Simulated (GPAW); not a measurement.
# AlN (F-43m) in GPAW: convergence with density grid spacing (A)

Aim: find how far density grid spacing (A) must go before the results for AlN settle, at LDA. This setting moves, with any that are tied to it; all else stays.

All numbers are computed with GPAW 26.7.0; they aren't measurements. Logs are shortened: lines on timing, memory, paths and dates and some standing lists are left out, and cuts for length are marked. The log counts tension as positive stress, the text compression.

### 1 The structure

Symmetry: F-43m, No. 216, cubic system. The conventional cell has a = 4.368 Å, b = 4.368 Å, c = 4.368 Å, α = 90.00°, β = 90.00°, γ = 90.00°. Around Al (site symmetry -43m) lie 4 N at 1.89 Å. N (site symmetry -43m) is surrounded by 4 Al at 1.89 Å.

Measurements of this composition are mostly on another form, of space group No. 186.

### 2 With density grid spacing (A) 0.24

run.py

```python
from ase.dft.bandgap import bandgap
from ase.io import read, write
from ase.units import GPa
from gpaw import GPAW, PW

atoms = read('AlN.xyz')

calc = GPAW(mode=PW(800),
            h=0.24,
            xc='LDA',
            kpts={'size': (10, 10, 10), 'gamma': True},
            occupations={'name': 'fermi-dirac', 'width': 0.05},
            nbands=11,
            convergence={'density': 1e-05, 'energy': 1e-05},
            maxiter=100,
            txt='gpaw.txt')
atoms.calc = calc
energy = atoms.get_potential_energy()
forces = atoms.get_forces()
stress = atoms.get_stress()
calc.write('gs.gpw')
write('result.traj', atoms)
print(f'Energy: {energy:.6f} eV')
print('Forces (eV/A):')
print(forces.round(4))
print('Stress (GPa):', (stress / GPa).round(3))
print('Fermi level:', round(calc.get_fermi_level(), 4), 'eV')
print(f'Gap: {bandgap(calc)[0]:.4f} eV, direct: {bandgap(calc, direct=True)[0]:.4f} eV')
```

AlN.xyz

```xyz
2
Lattice="0.0000000000 2.1839935596 2.1839935596 2.1839935596 0.0000000000 2.1839935596 2.1839935596 2.1839935596 0.0000000000" Properties=species:S:1:pos:R:3 pbc="T T T"
Al     0.0000000000      0.0000000000      0.0000000000
N      1.0919967798      1.0919967798      1.0919967798
```

Potentials or basis: the program's PAW data sets (release 1.2.1) made for this functional, pw.

The run is started by

```sh
$ OMP_NUM_THREADS=1 python run.py
```

gpaw.txt:

```text
__  _  _
 | _ |_)|_||  |
 |__||  | ||/\| - 26.7.0

Input parameters:
  mode=PW(ecut=800.0),
  convergence={'density': 1e-05, 'energy': 1e-05},
  h=0.24,
  kpts=MonkhorstPack(size=(10, 10, 10), gamma=True),
  maxiter=100,
  nbands=11,
  occupations=Occupations(name='fermi-dirac', width=0.05),
  xc=XC(name='LDA')

Diagonalizing LCAO Hamiltonian
Converting LCAO to pw mode

           N
       Al

Atoms  # Å, Bohr magnetons
|   | symbol |        x |        y |        z |    initial magnetic moments |
|---|--------|----------|----------|----------|-----------------------------|
| 0 |     Al | 0.000000 | 0.000000 | 0.000000 | ( 0.0000,  0.0000,  0.0000) |
| 1 |      N | 1.091997 | 1.091997 | 1.091997 | ( 0.0000,  0.0000,  0.0000) |

Unit cell  # Å
| periodic |        x |        y |        z |  lengths |    angles |
|----------|----------|----------|----------|----------|-----------|
|      yes | 0.000000 | 2.183994 | 2.183994 | 3.088633 | 60.000000 |
|      yes | 2.183994 | 0.000000 | 2.183994 | 3.088633 | 60.000000 |
|      yes | 2.183994 | 2.183994 | 0.000000 | 3.088633 | 60.000000 |

Number of symmetries: 24
Symmetry operations  # r_c * U_cc + t_c -> r_c
|    | kind |            matrix            |
|----|------|------------------------------|
|  0 |  E   |  1, 0, 0,  0, 1, 0,  0, 0, 1 |
|  1 |  σ   |  1, 0, 0,  0, 0, 1,  0, 1, 0 |
|  2 |  σ   |  1, 0,-1,  0, 1,-1,  0, 0,-1 |
|  3 |  C3  |  1, 0,-1,  0, 0,-1,  0, 1,-1 |
|  4 |  C3  |  1,-1, 0,  0,-1, 1,  0,-1, 0 |
|  5 |  σ   |  1,-1, 0,  0,-1, 0,  0,-1, 1 |
|  6 |  σ   |  0, 1, 0,  1, 0, 0,  0, 0, 1 |
|  7 |  C3  |  0, 1, 0,  0, 0, 1,  1, 0, 0 |
|  8 |  C2  |  0, 1,-1,  1, 0,-1,  0, 0,-1 |
|  9 |  S4  |  0, 1,-1,  0, 0,-1,  1, 0,-1 |
| 10 |  C3  |  0, 0, 1,  1, 0, 0,  0, 1, 0 |
| 11 |  σ   |  0, 0, 1,  0, 1, 0,  1, 0, 0 |
| 12 |  S4  |  0, 0,-1,  1, 0,-1,  0, 1,-1 |
| 13 |  C3  |  0, 0,-1,  0, 1,-1,  1, 0,-1 |
| 14 |  S4  |  0,-1, 1,  1,-1, 0,  0,-1, 0 |
| 15 |  C2  |  0,-1, 1,  0,-1, 0,  1,-1, 0 |
| 16 |  C3  |  0,-1, 0,  1,-1, 0,  0,-1, 1 |
| 17 |  S4  |  0,-1, 0,  0,-1, 1,  1,-1, 0 |
| 18 |  S4  | -1, 1, 0, -1, 0, 1, -1, 0, 0 |
| 19 |  C3  | -1, 1, 0, -1, 0, 0, -1, 0, 1 |
| 20 |  C3  | -1, 0, 1, -1, 1, 0, -1, 0, 0 |
| 21 |  S4  | -1, 0, 1, -1, 0, 0, -1, 1, 0 |
| 22 |  σ   | -1, 0, 0, -1, 1, 0, -1, 0, 1 |
| 23 |  C2  | -1, 0, 0, -1, 0, 1, -1, 1, 0 |

BZ-sampling:
  Number of BZ points: 1000
  Number of IBZ points: 47

  Monkhorst-Pack size: [10, 10, 10]
  Monkhorst-Pack shift: [0.05, 0.05, 0.05]

K-points  # in reciprocal-cell coordinates
|     |                                coordinates |     weight |
|-----|--------------------------------------------|------------|
|   0 | (  0.00000000,   0.00000000,   0.00000000) | 0.00100000 |
|   1 | (  0.10000000,   0.10000000,   0.00000000) | 0.00600000 |
|   2 | (  0.10000000,   0.10000000,   0.10000000) | 0.00800000 |
|   3 | (  0.20000000,   0.10000000,   0.10000000) | 0.01200000 |
|   4 | (  0.20000000,   0.20000000,   0.00000000) | 0.00600000 |
|   5 | (  0.20000000,   0.20000000,   0.10000000) | 0.02400000 |
|   6 | (  0.20000000,   0.20000000,   0.20000000) | 0.00800000 |
|   7 | (  0.30000000,   0.20000000,   0.10000000) | 0.02400000 |
|   8 | (  0.30000000,   0.20000000,   0.20000000) | 0.02400000 |
|   9 | (  0.30000000,   0.30000000,   0.00000000) | 0.00600000 |
| ... |                                            |            |
|  46 | (  0.50000000,   0.50000000,   0.50000000) | 0.00400000 |

Plane wave coefficients: 1090
Cutoff: 800.0 eV

Spin-components: 1 (collinear spins)
Bands:           11
Projectors:      10
Spin-degeneracy: 2
Datatype:        complex128

Parallelization:
  kpt:    1
  domain: 1
  band:   1

Density:
  Valence electrons: 8.0
  Components: 1
  Grid points: [14 14 14]
  Charge: 0.0  # |e|

Potential:
  Grid points: [14 14 14]

species:
  Al:
    name:    Aluminium
    Z:       13.0
    valence: 3
    core:    10
    charge:  0.0  # [|e|]
    compensation charges:
      type: gauss
      rc: 0.34  # [Å]
      lmax: 2
    cutoffs:
      filter: 1.91  # [Å]
      core: 2.36  # [Å]
    projectors
    | kind |    occ | energy [eV] | rcut [Å] |
    |------|--------|-------------|----------|
    |   3s |  2.000 |      -7.830 |    1.085 |
    |   3p |  1.000 |      -2.783 |    1.085 |
    |    s |        |      19.382 |    1.085 |
    |    p |        |      24.428 |    1.085 |
    |    d |        |       0.000 |    1.085 |

    Using partial waves for Al as LCAO basis

  N:
    name:    Nitrogen
    Z:       7.0
    valence: 5
    core:    2
    charge:  0.0  # [|e|]
    compensation charges:
      type: gauss
      rc: 0.18  # [Å]
      lmax: 2
    cutoffs:
      filter: 1.11  # [Å]
      core: 0.96  # [Å]
    projectors
    | kind |    occ | energy [eV] | rcut [Å] |
    |------|--------|-------------|----------|
    |   2s |  2.000 |     -18.420 |    0.603 |
    |   2p |  3.000 |      -7.237 |    0.529 |
    |    s |        |       8.791 |    0.603 |
    |    p |        |      19.974 |    0.529 |
    |    d |        |       0.000 |    0.577 |

    Using partial waves for N as LCAO basis

Reference energy: -8049.295751  # eV

eigensolver:
  PPCG
  Converge bands: occupied
  niter=2

density mixing:
  MSR1-Mixer
  Pratt-step length: 0.05
  Maximum mixing coefficient: 0.75
  Old densities: 10
  SVD Regularization: 0.005
  Good broyden scale: 1.0
  Trust region scale: 1.0
  Backstep threshold: 4.0
  History deletion threshold: 6.0
  Fourier metric: weight=20.0, sigma=0.015

occupation numbers:
  Fermi-Dirac:
    width: 0.0500  # eV

poisson solver:
  ecut: 6400.0  # eV

xc functional:
  name: None

convergence criteria:
- Maximum integral of absolute [dens]ity change: 1e-05 electrons / valence electron
- Maximum [total energy] change in last 3 cyles: 1e-05 eV / valence electron
- Maximum integral of absolute [eigenst]ate change: 4e-08 eV^2 / valence electron
maximum number of iterations: 100

SCF iterations
|iter     | |      energy | eigst |  dens |
|---------|-|-------------|-------|-------|
|iter:   1| |  -18.410847 | -0.26 |       |
|iter:   2| |  -17.877339 | -2.24 | -0.55 |
|iter:   3| |  -16.315267 | -0.95 | -0.61 |
|iter:   4| |  -16.304269 | -3.11 | -1.25 |
|iter:   5| |  -16.302489 | -3.57 | -1.56 |
|iter:   6| |  -16.302516 | -6.02 | -2.75 |
|iter:   7| |  -16.302521c| -6.63 | -3.15 |
|iter:   8| |  -16.302521c| -7.72c| -4.50 |
|iter:   9| |  -16.302521c| -8.77c| -5.09c|

Converged in 9 steps
Energy contributions relative to reference atoms: (reference = -8049.295751)

Energy contributions:
  Kinetic:          17.783402
  Coulomb:         -15.780230
  Zero:              0.461405
  External:          0.000000
  Xc:              -18.767098
  Entropy:          -0.000000
  Spinorbit:         0.000000
  ----------------------------
  Free energy:     -16.302521
  Extrapolated:    -16.302521

dipole moment: (-8.692312, -8.692312, -8.692312)  # |e|*Ang

Fermi level: 6.693
Eigenvalues  # (at kpt = [0.000, 0.000, 0.000])
| band index |      eig [eV] | occ [0-2] |
|------------|---------------|-----------|
|          0 |        -9.151 |     2.000 |
|          1 |         5.698 |     2.000 |
|          2 |         5.698 |     2.000 |
|          3 |         5.698 |     2.000 |
|          4 |         9.948 |     0.000 |
|          5 |        18.049 |     0.000 |
|          6 |        18.049 |     0.000 |
|          7 |        18.049 |     0.000 |
|          8 |        23.253 |     0.000 |
|          9 |        23.260 |     0.000 |
|         10 |        24.688 |     0.000 |

Gap: 3.230 eV
Transition (v -> c):
  (s=0, k=0, n=3, [0.00, 0.00, 0.00]) -> (s=0, k=41, n=4, [0.50, 0.50, 0.00])
Direct/indirect transitions are different
Direct gap: 4.250 eV
Transition at: (s=0, k=0, n=3, [0.00, 0.00, 0.00])

Forces  # eV/Ang
|       x |        y |        z |
|---------|----------|----------|
| 0.00000 |  0.00000 |  0.00000 |  # Al   0
| 0.00000 | -0.00000 | -0.00000 |  # N    1

Stress tensor  # eV/Ang^3
|        x |         y |         z |
|----------|-----------|-----------|
| 0.035823 |  0.000000 |  0.000000 |
| 0.000000 |  0.035823 | -0.000000 |
| 0.000000 | -0.000000 |  0.035823 |

# Writing to gs.gpw (mode='')
```

stdout:

```text
Energy: -16.302521 eV
Forces (eV/A):
[[ 0.  0.  0.]
 [ 0. -0. -0.]]
Stress (GPa): [ 5.739  5.739  5.739 -0.     0.     0.   ]
Fermi level: 6.6928 eV
Gap: 3.2296 eV, direct: 4.2498 eV
```

It took 4.6 s on 1 thread of INTEL XEON PLATINUM 8581C at 2.10GHz (Emerald Rapids), shared host; peak memory 0.14 GiB.

What came out:

```yaml
Free_energy: -16.3025 eV
Pressure: -5.7 GPa
Band_gap_on_the_k_mesh: 3.23 eV, indirect (least direct gap 4.25 eV)
```

### 3 With density grid spacing (A) 0.2

Changes to run.py since step 2:

```diff
@@ -8,3 +8,3 @@
 calc = GPAW(mode=PW(800),
-            h=0.24,
+            h=0.2,
             xc='LDA',
```

AlN.xyz is that of step 2.

Potentials or basis: the program's PAW data sets (release 1.2.1) made for this functional, pw.

The run is started by

```sh
$ OMP_NUM_THREADS=1 python run.py
```

It took 5.1 s on 1 thread of INTEL XEON PLATINUM 8581C at 2.10GHz (Emerald Rapids), shared host; peak memory 0.14 GiB.

What came out:

| Property | Result |
| --- | --- |
| Free energy | -16.3860 eV |
| Pressure | -3.3 GPa |
| Band gap on the k mesh | 3.24 eV, indirect (least direct gap 4.27 eV) |

### 4 With density grid spacing (A) 0.17

Changes to run.py since step 3:

```diff
@@ -8,3 +8,3 @@
 calc = GPAW(mode=PW(800),
-            h=0.2,
+            h=0.17,
             xc='LDA',
```

AlN.xyz is that of step 3.

The run is started by

```sh
$ OMP_NUM_THREADS=1 python run.py
```

It took 6.5 s on 1 thread of INTEL XEON PLATINUM 8581C at 2.10GHz (Emerald Rapids), shared host; peak memory 0.15 GiB.

What came out:

```
Free energy            : -16.3885 eV
Pressure               : -2.9 GPa
Band gap on the k mesh : 3.24 eV, indirect (least direct gap 4.27 eV)
```

### 5 With density grid spacing (A) 0.15

Changes to run.py since step 4:

```diff
@@ -8,3 +8,3 @@
 calc = GPAW(mode=PW(800),
-            h=0.17,
+            h=0.15,
             xc='LDA',
```

AlN.xyz is that of step 4.

The run is started by

```sh
$ OMP_NUM_THREADS=1 python run.py
```

Run time: 9.3 s. Hardware: 1 thread of INTEL XEON PLATINUM 8581C at 2.10GHz (Emerald Rapids), shared host; peak memory 0.15 GiB.

Results (log left out):

* Free energy: -16.3884 eV
* Pressure: -2.9 GPa
* Band gap on the k mesh: 3.24 eV, indirect (least direct gap 4.27 eV)

### 6 With density grid spacing (A) 0.13

Changes to run.py since step 5:

```diff
@@ -8,3 +8,3 @@
 calc = GPAW(mode=PW(800),
-            h=0.15,
+            h=0.13,
             xc='LDA',
```

AlN.xyz is that of step 5.

Potentials or basis: the program's PAW data sets (release 1.2.1) made for this functional, pw.

The run is started by

```sh
$ OMP_NUM_THREADS=1 python run.py
```

Run time: 8.6 s. Hardware: 1 thread of INTEL XEON PLATINUM 8581C at 2.10GHz (Emerald Rapids), shared host; peak memory 0.15 GiB.

It converged, with:

```yaml
Free_energy: -16.3884 eV
Pressure: -2.9 GPa
Band_gap_on_the_k_mesh: 3.24 eV, indirect (least direct gap 4.27 eV)
```

### 7 With density grid spacing (A) 0.11

Changes to run.py since step 6:

```diff
@@ -8,3 +8,3 @@
 calc = GPAW(mode=PW(800),
-            h=0.13,
+            h=0.11,
             xc='LDA',
```

AlN.xyz is that of step 6.

The run is started by

```sh
$ OMP_NUM_THREADS=1 python run.py
```

Wall time 13 s (1 thread of INTEL XEON PLATINUM 8581C at 2.10GHz (Emerald Rapids), shared host); peak memory 0.17 GiB.

The run converged. Its results:

* Free energy: -16.3884 eV
* Pressure: -2.9 GPa
* Band gap on the k mesh: 3.24 eV, indirect (least direct gap 4.27 eV)

### 8 With density grid spacing (A) 0.09

Changes to run.py since step 7:

```diff
@@ -8,3 +8,3 @@
 calc = GPAW(mode=PW(800),
-            h=0.11,
+            h=0.09,
             xc='LDA',
```

AlN.xyz is that of step 7.

The run is started by

```sh
$ OMP_NUM_THREADS=1 python run.py
```

Run time: 22 s. Hardware: 1 thread of INTEL XEON PLATINUM 8581C at 2.10GHz (Emerald Rapids), shared host; peak memory 0.2 GiB.

The run converged. Its results:

- Free energy: -16.3884 eV
- Pressure: -2.9 GPa
- Band gap on the k mesh: 3.24 eV, indirect (least direct gap 4.27 eV)

### 9 Summary

```csv
density grid spacing (A),"energy less the tightest run, at zero smearing (meV/atom)",pressure (GPa),gap on the mesh (eV),SCF cycles,CPU time (s),peak memory (GiB)
0.24,42.93,-5.74,3.230,9,4.6,0.14
0.2,1.21,-3.34,3.237,9,5.1,0.14
0.17,-0.04,-2.86,3.237,9,6.5,0.15
0.15,0.00,-2.87,3.237,9,9.3,0.15
0.13,0.00,-2.87,3.237,9,8.6,0.15
0.11,0.00,-2.87,3.237,9,13,0.17
0.09,0.00,-2.87,3.237,9,22,0.2
```

Against the tightest run, the energy stays within 1 meV/atom from 0.17 on; the pressure stays within 0.1 GPa from 0.17 on; the gap on the mesh stays within 0.01 eV from 0.24 on. The tightest run that finished is the yardstick and may itself not be fully converged.
